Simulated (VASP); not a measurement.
# Re: convergence, density of states

Re, Fm-3m (no. 225), 1 atom in the cell. AM05; PAW potentials Re (PBE set). VASP 6.6.1.

Wanted: density of states by 0.5 eV bins within 8 %; centre of the states within 12 eV below the valence top within 0.03 eV; states at the Fermi level within 8 %.

What the run is for: density of states; Accuracy asked: standard; k mesh of the density: 13 × 13 × 13.

POSCAR:
```
Re
1.0
    0.0000000000      1.9750000000      1.9750000000
    1.9750000000      0.0000000000      1.9750000000
    1.9750000000      1.9750000000      0.0000000000
Re
1
Direct
    0.0000000000      0.0000000000      0.0000000000
```

The series start from Plane-wave cutoff (eV): 260; k-point mesh: 16 × 16 × 16; Energy points (NEDOS): 2001; Occupations for the DOS: ISMEAR=-5; Electronic threshold (eV): 1e-6; Precision mode (PREC): Accurate. Each series keeps the choices made before it, and each single choice may use up half of a tolerance. Times cover all steps of a run.

## Plane-wave cutoff (eV)

| Plane-wave cutoff (eV) | Density of states by 0.5 eV bins, largest deviation against the largest value | Centre of the states within 12 eV below the valence top (eV) | States at the Fermi level (states/eV/atom) | Time (s) |
|---|---|---|---|---|
| 180 | 16 % | -3.391 | 0.7475 | 7.4 |
| 220 | 0.76 % | -3.326 | 0.7907 | 9.4 |
| 260 | 0.8 % | -3.324 | 0.7968 | 10 |
| 290 | 0.44 % | -3.327 | 0.7955 | 8.8 |
| 360 | 0.051 % | -3.332 | 0.7936 | 18 |
| 450 (reference) | 0 % | -3.332 | 0.7937 | 22 |

Chosen: 220, the loosest value from which every tighter one stays within half of the tolerance.

## k-point mesh

| k-point mesh | Density of states by 0.5 eV bins, largest deviation against the largest value | Centre of the states within 12 eV below the valence top (eV) | States at the Fermi level (states/eV/atom) | Time (s) |
|---|---|---|---|---|
| 7 × 7 × 7 | 22 % | -3.352 | 0.9495 | 6.6 |
| 8 × 8 × 8 | 17 % | -3.287 | 0.8318 | 6.8 |
| 10 × 10 × 10 | 19 % | -3.324 | 0.7255 | 6.8 |
| 13 × 13 × 13 | 6.3 % | -3.326 | 0.8095 | 8.1 |
| 16 × 16 × 16 | 6.1 % | -3.326 | 0.7907 | 9.4 |
| 19 × 19 × 19 | 3 % | -3.318 | 0.8144 | 11 |
| 23 × 23 × 23 | 1.3 % | -3.320 | 0.8317 | 13 |
| 28 × 28 × 28 | 0.47 % | -3.317 | 0.8778 | 20 |
| 35 × 35 × 35 (reference) | 0 % | -3.317 | 0.8885 | 34 |

Chosen: 28 × 28 × 28.

## Energy points (NEDOS)

| Energy points (NEDOS) | Density of states by 0.5 eV bins, largest deviation against the largest value | Centre of the states within 12 eV below the valence top (eV) | States at the Fermi level (states/eV/atom) | Time (s) |
|---|---|---|---|---|
| 301 | 2 % | -3.331 | 0.866 | 20 |
| 501 | 1.9 % | -3.319 | 0.883 | 21 |
| 1001 | 0.3 % | -3.322 | 0.8716 | 22 |
| 2001 | 0.065 % | -3.317 | 0.8778 | 20 |
| 4001 (reference) | 0 % | -3.317 | 0.8747 | 21 |

Chosen: 301.

## Occupations for the DOS

| Occupations for the DOS | Density of states by 0.5 eV bins, largest deviation against the largest value | Centre of the states within 12 eV below the valence top (eV) | States at the Fermi level (states/eV/atom) | Time (s) |
|---|---|---|---|---|
| ISMEAR=-5 | 0 % | -3.331 | 0.866 | 20 |
| ISMEAR=-4 | 0 % | -3.331 | 0.866 | 18 |
| ISMEAR=0 SIGMA=0.05 | 6 % | -3.300 | 0.9384 | 15 |
| ISMEAR=0 SIGMA=0.1 | 5.6 % | -3.301 | 0.8875 | 14 |
| ISMEAR=-15 SIGMA=0.025 | 0.11 % | -3.330 | 0.866 | 22 |
| ISMEAR=1 SIGMA=0.1 | 5.9 % | -3.301 | 0.9233 | 18 |

Chosen: ISMEAR=-5; no other choice that stays within half of the tolerance saves 30 % of the time.

## Electronic threshold (eV)

| Electronic threshold (eV) | Density of states by 0.5 eV bins, largest deviation against the largest value | Centre of the states within 12 eV below the valence top (eV) | States at the Fermi level (states/eV/atom) | Time (s) |
|---|---|---|---|---|
| 0.001 | 0.27 % | -3.330 | 0.8652 | 18 |
| 0.0001 | 0.19 % | -3.331 | 0.8658 | 17 |
| 1e-5 | 0.19 % | -3.330 | 0.8659 | 18 |
| 1e-6 (reference) | 0 % | -3.331 | 0.866 | 20 |

Chosen: 0.001.

## Precision mode (PREC)

| Precision mode (PREC) | Density of states by 0.5 eV bins, largest deviation against the largest value | Centre of the states within 12 eV below the valence top (eV) | States at the Fermi level (states/eV/atom) | Time (s) |
|---|---|---|---|---|
| Normal | 0.11 % | -3.330 | 0.865 | 16 |
| Accurate (reference) | 0 % | -3.330 | 0.8652 | 18 |

Chosen: Normal.

## All choices together

| Input | Density of states by 0.5 eV bins, largest deviation against the largest value | Centre of the states within 12 eV below the valence top (eV) | States at the Fermi level (states/eV/atom) | Time (s) |
|---|---|---|---|---|
| defaults for smearing, thresholds and mesh (naive) | 57 % | -3.054 | 1.179 | 5.9 |
| chosen settings | 2.2 % | -3.330 | 0.865 | 16 |
| reference settings throughout | 0 % | -3.326 | 0.8704 | 90 |

The tolerance is met.

## The input

INCAR.step1:
```
  ALGO = Normal
  EDIFF = 0.001
  ENCUT = 220
  GGA = AM
  GGA_COMPAT = F
  ISMEAR = 1
  LASPH = T
  LCHARG = T
  LMAXMIX = 4
  LREAL = F
  LWAVE = F
  NBANDS = 18
  NELM = 120
  PREC = Normal
  SIGMA = 0.1
```

INCAR.step2, as INCAR.step1 but for:
```
- ISMEAR = 1
- LCHARG = T
- SIGMA = 0.1
+ EMAX = 15.4277
+ EMIN = -9.5723
+ ICHARG = 11
+ ISMEAR = -5
+ LCHARG = F
+ LORBIT = 11
+ NEDOS = 301
```

KPOINTS.step1:
```
k-points
0
Gamma
  13 13 13
```

KPOINTS.step2:
```
Automatic mesh
0
Gamma
  28 28 28
  0 0 0
```

Commands (each step's output is kept before the next begins):
```
cat potpaw_PBE.64/Re/POTCAR > POTCAR
cp INCAR.step1 INCAR
cp KPOINTS.step1 KPOINTS
mpirun -np 1 vasp_std > vasp.out
cp INCAR.step2 INCAR
cp KPOINTS.step2 KPOINTS
mpirun -np 1 vasp_std > vasp.out
```

The chosen input took VASP 6.6.1 16 s on 1 core (Intel Xeon 6975P-C (Granite Rapids)), a shared host.

## An input that fails: tetrahedra on too few k points

VASP's message: IBZKPT: tetrahedron method fails for NKPT<4. NKPT = 1.

k mesh: 16 × 16 × 16 becomes 1 × 1 × 1.

Changes against the starting input:
```
(step 2)
- NELM = 120
+ NELM = 78
```
